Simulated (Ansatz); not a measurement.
ZnSe: energy above lowest point against volume scale

All results are calculated (Ansatz 0.2.0). Free energy against uniform scaling of the volume at fixed shape and fractions; periodic cell, basis, potentials, k mesh and filling as listed.

The cell before it is scaled or strained (space group F-43m, No. 216):
```
ZnSe
1.0
      0.0000     2.8338     2.8338
      2.8338     0.0000     2.8338
      2.8338     2.8338     0.0000
Zn Se
1 1
Direct
  0.00000 0.00000 0.00000
  0.25000 0.25000 0.25000
```

Settings of every row: functional PBEsol; dispersion none; potentials all-electron LAPW; k mesh 6x6x6; k shift 0x0x0; occupations fixed; smearing width 0 eV; spin none; basis error target 0.002 eV/atom.

| row | volume scale | V (Å³/atom) | energy above lowest point (meV/atom) |
| --- | --- | --- | --- |
| 1 | 0.94 | 21.391 | 8.5 |
| 2 | 0.97 | 22.074 | 0 |
| 3 | 1 | 22.757 | 0.6 |
| 4 | 1.03 | 23.439 | ? |
| 5 | 1.06 | 24.122 | 23.7 |

Question: what energy above lowest point should row 4 give?

Worked fit of energy above lowest point. Take u = (V_r/V)^(2/3) − 1 with V_r = 22.416 Å³ an atom, which is twice the finite (Eulerian) strain; such expansions in the strain, on which the Birch-Murnaghan equation of state is built, carry the rest volume and the bulk modulus. The shown rows have u = 0.0317, 0.0103, -0.01001, -0.04772. Least squares give energy above lowest point = −0.74 − 29.6 × u + 10112 × u² meV/atom; a straight line predicts inner rows, each left out in turn, worse (root mean square 10 against 0.066 meV/atom). All shown rows lie on it to the printed digit. Its lowest point lies at u = 0.0015, or V = 22.37 Å³ an atom, and the curvature there gives the bulk modulus at fixed shape and fractions, B = (4/9)(1 + u)² E″(u)/V = 64.6 GPa. The withheld row has u = -0.02931, so the fit gives −0.74 − 29.6 × (-0.02931) + 10112 × (-0.02931)² = 8.8 meV/atom.

The calculation gave 8.9 meV/atom. The fit lies 0.1 meV/atom (0.42 % of the column's range) below it, one unit of the last digit.
